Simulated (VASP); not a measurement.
# Bi (Im-3m) in VASP: notebook

Runs on Bi. Level: PBE. Tasks: single point.

All numbers are computed with VASP 6.6.1; they aren't measurements. Logs are shortened: lines on timing, memory, paths and dates and some standing lists are left out, and cuts for length are marked.

### Step 1. Starting point

It takes space group Im-3m (No. 229, cubic). The conventional cell has a = 3.963 Å, b = 3.963 Å, c = 3.963 Å, α = 90.00°, β = 90.00°, γ = 90.00°. Bi (site symmetry m-3m) has 8 Bi at 3.43 Å as nearest neighbours.

This isn't the form of Bi at room conditions, which is rhombohedral.

### Step 2. Single point, PBE

Contents of INCAR:

```
SYSTEM = Bi
ALGO = Fast
EDIFF = 1E-6
ENCUT = 520
GGA = PE
ISIF = 2
ISMEAR = -1
LASPH = .TRUE.
LCHARG = .TRUE.
LELF = .TRUE.
LREAL = .FALSE.
LVHAR = .TRUE.
LWAVE = .FALSE.
NBANDS = 14
NELM = 100
PREC = Accurate
SIGMA = 0.03
```

Contents of KPOINTS:

```
k-points
0
G
  6 6 6
  0 0 0
```

Contents of POSCAR:

```
Bi
1.0
   -1.9814305318      1.9814305318      1.9814305318
    1.9814305318     -1.9814305318      1.9814305318
    1.9814305318      1.9814305318     -1.9814305318
Bi
1
Direct
    0.0000000000      0.0000000000      0.0000000000
```

Potentials or basis: VASP PAW PBE potentials, release 64 (Bi_d).

Run with:

```
cat potpaw_PBE.64/Bi_d/POTCAR > POTCAR
mpirun -np 1 vasp_std > vasp.out
```

OUTCAR:

```text
SYSTEM = Bi
   EDIFF = 1E-6
   ENCUT = 520
   GGA = PE
   ISIF = 2
   ISMEAR = -1
   LASPH = .TRUE.
   LREAL = .FALSE.
   NELM = 100
   PREC = Accurate

 ion  position               nearest neighbor table
   1  0.000  0.000  0.000-

  LATTYP: Found a body centered cubic cell.
 ALAT       =     3.9628610636

  Lattice vectors:

 A1 = (  -1.9814305318,   1.9814305318,   1.9814305318)
 A2 = (   1.9814305318,  -1.9814305318,   1.9814305318)
 A3 = (   1.9814305318,   1.9814305318,  -1.9814305318)

Analysis of symmetry for initial positions (statically):
=====================================================================
 Subroutine PRICEL returns:
 Original cell was already a primitive cell.

 Routine SETGRP: Setting up the symmetry group for a
 body centered cubic supercell.

 Subroutine GETGRP returns: Found 48 space group operations
 (whereof 48 operations were pure point group operations)
 out of a pool of 48 trial point group operations.

The static configuration has the point symmetry O_h .

Analysis of symmetry for dynamics (positions and initial velocities):
=====================================================================
 Subroutine PRICEL returns:
 Original cell was already a primitive cell.

 Routine SETGRP: Setting up the symmetry group for a
 body centered cubic supercell.

 Subroutine GETGRP returns: Found 48 space group operations
 (whereof 48 operations were pure point group operations)
 out of a pool of 48 trial point group operations.

The dynamic configuration has the point symmetry O_h .

 Subroutine INISYM returns: Found 48 space group operations
 (whereof 48 operations are pure point group operations),
 and found     1 'primitive' translations

----------------------------------------------------------------------------------------

                                     Primitive cell

  volume of cell :      31.1169

  direct lattice vectors                    reciprocal lattice vectors
    -1.981430532  1.981430532  1.981430532     0.000000000  0.252342937  0.252342937
     1.981430532 -1.981430532  1.981430532     0.252342937  0.000000000  0.252342937
     1.981430532  1.981430532 -1.981430532     0.252342937  0.252342937  0.000000000

  length of vectors
     3.431938353  3.431938353  3.431938353     0.356866804  0.356866804  0.356866804

  position of ions in fractional coordinates (direct lattice)
     0.000000000  0.000000000  0.000000000
[... 67 lines left out ...]
   EDIFF  = 0.1E-05   stopping-criterion for ELM
[... 8 lines left out ...]
   TEBEG  =    0.0;   TEEND  =   0.0 temperature during run
   PSTRESS=    0.0 pullay stress
   NELECT =      15.0000    total number of electrons
   NUPDOWN=      -1.0000    fix difference up-down
   EMIN   =  10.00;   EMAX   =-10.00  energy-range for DOS
   EFERMI =   0.00;   METHOD = LEGACY
   ISMEAR =    -1;   SIGMA  =   0.03  broadening in eV -4-tet -1-fermi 0-gaus
   EFERMI_NEDOS =   21; number of points for ismear=-14 and -15
   IALGO  =     68    algorithm
   IMIX   =      4    mixing-type and parameters
     AMIX     =   0.40;   BMIX     =  1.00
     AMIX_MAG =   1.60;   BMIX_MAG =  1.00
  volume/ion in A,a.u.               =      31.12       209.99
  Fermi-wavevector in a.u.,A,eV,Ry     =   1.283630  2.425708 22.418388  1.647705
  Thomas-Fermi vector in A             =   2.415871
   LORBIT       =      0    0 simple, 1 ext, 2 COOP (PROOUT), +10 PAW based schemes
   GGA     = PE    functional components
   LHFCALC =     F    Hartree Fock is set to
   AEXX    =    0.0000 exact exchange contribution
   IVDW    =     0    specifies the selected vdW correction
   LEPSILON=     F    determine dielectric tensor
   LRPA    =     F    only Hartree local field effects (RPA)
 non-spin polarized calculation
 RMM-DIIS sequential band-by-band and
  energy-cutoff  :      520.00
  volume of cell :       31.12
 maximum number of plane-waves:       887
 NGX is ok and might be reduce to    28
   NGX = 13   NGY = 13   NGZ = 13

 number of electron      14.9999994 magnetization

 Free energy of the ion-electron system (eV)
  ---------------------------------------------------
  ext. energy  EPLUGINS =         0.00000000
  ---------------------------------------------------
  free energy    TOTEN  =        -3.73467344 eV

  energy without entropy =       -3.72531477  energy(sigma->0) =       -3.72999410

 E-fermi :   7.5886     XC(G=0): -10.2913

 val. band max:        7.5621392429   @ k =   0.3333   0.1667   0.1667
 cond. band min:       8.0517640096   @ k =   0.1667   0.1667   0.1667
 fundamental gap:      0.4896247667
 Fermi energy:         7.5885728878

 k-point     1 :       0.0000    0.0000    0.0000
  band No.  band energies     occupation
      1     -15.1137      2.00000
      2     -15.1137      2.00000
      3     -15.1137      2.00000
      4     -14.9854      2.00000
      5     -14.9854      2.00000
      6      -5.5992      2.00000
      7      13.0415      0.00000
      8      13.0415      0.00000
      9      13.0415      0.00000
     10      17.0519      0.00000
     11      18.3965      0.00000
     12      18.3965      0.00000
     13      18.3965      0.00000
     14      19.6002      0.00000
[... 241 lines left out ...]
      1     -15.1245      2.00000
      2     -15.1245      2.00000
      3     -14.9215      2.00000
      4     -14.9215      2.00000
      5     -14.9215      2.00000
      6      -0.4410      2.00000
      7       6.1177      2.00000
      8       6.1177      2.00000
      9       6.1177      2.00000
     10      11.4513      0.00000
     11      11.4513      0.00000
     12      23.2682      0.00000
     13      25.5442      0.00000
     14      25.5442      0.00000

------------------------ aborting loop because EDIFF is reached ----------------------------------------

  FORCE on cell =-STRESS in cart. coord.  units (eV):
  Direction    XX          YY          ZZ          XY          YZ          ZX
  --------------------------------------------------------------------------------------
  -------------------------------------------------------------------------------------
  Total        0.1952270      0.1952270      0.1952270      0.0000000      0.0000000     -0.0000000
  in kB       10.0520323     10.0520323     10.0520323      0.0000000      0.0000000     -0.0000000
  external PRESSURE =      10.0520323 kB  Pullay stress =       0.0000000 kB

 VOLUME and BASIS-vectors are now :
 -----------------------------------------------------------------------------
  energy-cutoff  :      520.00
  volume of cell :       31.12
      direct lattice vectors                 reciprocal lattice vectors
    -1.981430532  1.981430532  1.981430532     0.000000000  0.252342937  0.252342937
     1.981430532 -1.981430532  1.981430532     0.252342937  0.000000000  0.252342937
     1.981430532  1.981430532 -1.981430532     0.252342937  0.252342937  0.000000000

 POSITION                                       TOTAL-FORCE (eV/Angst)
 -----------------------------------------------------------------------------------
      0.00000      0.00000      0.00000         0.000000     -0.000000      0.000000
 -----------------------------------------------------------------------------------
    total drift:                               -0.000000     -0.000000     -0.000000

  FREE ENERGIE OF THE ION-ELECTRON SYSTEM (eV)
  ---------------------------------------------------
  free  energy   TOTEN  =        -3.7346734392 eV

  energy  without entropy=       -3.7253147690  energy(sigma->0) =       -3.72999410
```

OSZICAR:

```text
N       E                     dE             d eps       ncg     rms          rms(c)
DAV:   1     0.107747442804E+03    0.10775E+03   -0.75617E+03   454   0.121E+03
DAV:   2     0.238601984189E+01   -0.10536E+03   -0.10181E+03   478   0.319E+02
DAV:   3    -0.359976840189E+01   -0.59858E+01   -0.59729E+01   576   0.748E+01
DAV:   4    -0.373180353758E+01   -0.13204E+00   -0.13200E+00   568   0.123E+01
DAV:   5    -0.373752349547E+01   -0.57200E-02   -0.57197E-02   588   0.237E+00    0.451E-01
RMM:   6    -0.373457831599E+01    0.29452E-02   -0.63057E-03   544   0.926E-01    0.275E-01
RMM:   7    -0.373447504059E+01    0.10328E-03   -0.59838E-03   541   0.806E-01    0.791E-02
RMM:   8    -0.373462145410E+01   -0.14641E-03   -0.13638E-03   608   0.494E-01    0.159E-02
RMM:   9    -0.373466586569E+01   -0.44412E-04   -0.51038E-04   678   0.214E-01    0.118E-02
RMM:  10    -0.373466975376E+01   -0.38881E-05   -0.98129E-05   613   0.116E-01    0.140E-03
RMM:  11    -0.373467323100E+01   -0.34772E-05   -0.34819E-05   746   0.509E-02    0.167E-03
RMM:  12    -0.373467343919E+01   -0.20820E-06   -0.28975E-06   410   0.163E-02
   1 F= -.37346734E+01 E0= -.37299941E+01  d E =-.935867E-02
```

Wall time 6.9 s (1 thread of Intel Xeon Platinum 8488C (Sapphire Rapids), shared host); peak memory 0.15 GiB.

Results:

```
Free energy            : -3.7347 eV
Pressure               : 1.0 GPa
Band gap on the k mesh : none (metal or under the smearing width)
```

Levels at points of the mesh, in eV from the Fermi level:
| k point | band 3 | band 4 | band 5 | band 6 | band 7 | band 8 | band 9 | band 10 | band 11 | band 12 |
| --- | --- | --- | --- | --- | --- | --- | --- | --- | --- | --- |
| (0.00, 0.00, 0.00) | -22.70 | -22.57 | -22.57 | -13.19 | 5.45 | 5.45 | 5.45 | 9.46 | 10.81 | 10.81 |
| (0.50, 0.00, 0.00) | -22.58 | -22.58 | -22.49 | -10.14 | -4.74 | 1.91 | 3.79 | 6.30 | 7.90 | 12.72 |
| (0.50, 0.50, 0.50) | -22.51 | -22.51 | -22.51 | -8.03 | -1.47 | -1.47 | -1.47 | 3.86 | 3.86 | 15.68 |

Caveat: the k mesh is coarse (spacing up to 0.37 Å⁻¹), so the values aren't converged; spin-orbit coupling is left out, which moves the levels of the heavy elements.

### Step 3. Single point, PBE

Contents of INCAR:

```
SYSTEM = Bi
PREC = Accurate ; ENCUT = 520
EDIFF = 1E-6 ; ISMEAR = -1
SIGMA = 0.05 ; LREAL = .False.
LASPH = .True. ; NELM = 100
ALGO = Normal ; ISIF = 2
LWAVE = .False. ; LCHARG = .False.
GGA = PE ; NBANDS = 14
```

Contents of KPOINTS:

```
Automatic mesh
0
Gamma
  9 9 9
  0 0 0
```

POSCAR is that of step 2.

Potentials or basis: VASP PAW PBE potentials, release 64 (Bi_d).

Run with:

```
cat potpaw_PBE.64/Bi_d/POTCAR > POTCAR
mpirun -np 1 vasp_std > vasp.out
```

Wall time 26 s (1 thread of Intel Xeon Platinum 8375C at 2.90GHz (Ice Lake), shared host); peak memory 0.15 GiB.

It converged, with:

- Free energy: -3.7699 eV
- Pressure: 0.8 GPa
- Band gap on the k mesh: none (metal or under the smearing width)

Levels at points of the mesh, in eV from the Fermi level:
```tsv
k point	band 3	band 4	band 5	band 6	band 7	band 8	band 9	band 10	band 11	band 12
(0.00, 0.00, 0.00)	-23.06	-22.93	-22.93	-13.54	5.10	5.10	5.10	9.11	10.45	10.45
```

Caveat: spin-orbit coupling is left out, which moves the levels of the heavy elements.

### Step 4. Single point, PBE (volume scaled by 1.02)

Contents of INCAR:

```
ALGO = Fast ; EDIFF = 1E-7
ENCUT = 520 ; GGA = PE
ISIF = 2 ; ISMEAR = -1
LASPH = T ; LCHARG = F
LREAL = F ; LWAVE = F
NBANDS = 14 ; NELM = 100
PREC = Accurate ; SIGMA = 0.05
```

Contents of KPOINTS:

```
k-points
0
Gamma
  9 9 9
```

Contents of POSCAR:

```
Bi
1.0
   -1.9945529707      1.9945529707      1.9945529707
    1.9945529707     -1.9945529707      1.9945529707
    1.9945529707      1.9945529707     -1.9945529707
Bi
1
Direct
    0.0000000000      0.0000000000      0.0000000000
```

Run with:

```
cat potpaw_PBE.64/Bi_d/POTCAR > POTCAR
mpirun -np 1 vasp_std > vasp.out
```

It took 30 s on 1 thread of Intel Xeon Platinum 8375C at 2.90GHz (Ice Lake), shared host; peak memory 0.15 GiB.

It converged, with:

```yaml
Free_energy: -3.7712 eV
Pressure: -0.2 GPa
Band_gap_on_the_k_mesh: none (metal or under the smearing width)
```

Levels at points of the mesh, in eV from the Fermi level:
```
           k point  band 5  band 6  band 7  band 8  band 9  band 10
(0.00, 0.00, 0.00)  -22.89  -13.38    4.99    4.99    4.99     8.89
```

Caveat: spin-orbit coupling is left out, which moves the levels of the heavy elements.

### Step 5. Overview

```csv
cell,k mesh,smearing,mesh quality,gap on the mesh (eV),pressure (GPa)
as given,6 × 6 × 6,fermi-dirac 0.03 eV,coarse,none,1.0
as given,9 × 9 × 9,fermi-dirac 0.05 eV,not flagged,none,0.8
volume scaled by 1.02,9 × 9 × 9,fermi-dirac 0.05 eV,not flagged,none,-0.2
```

Alike in all rows: task single point; level PBE; potentials or basis VASP PAW PBE potentials, release 64 (Bi_d); no spin polarisation; cutoff (eV) 520.

Caveats: some runs use coarse meshes; spin-orbit coupling is left out, which moves the levels of the heavy elements.

Absolute energies hang on the potentials; compare differences alone.
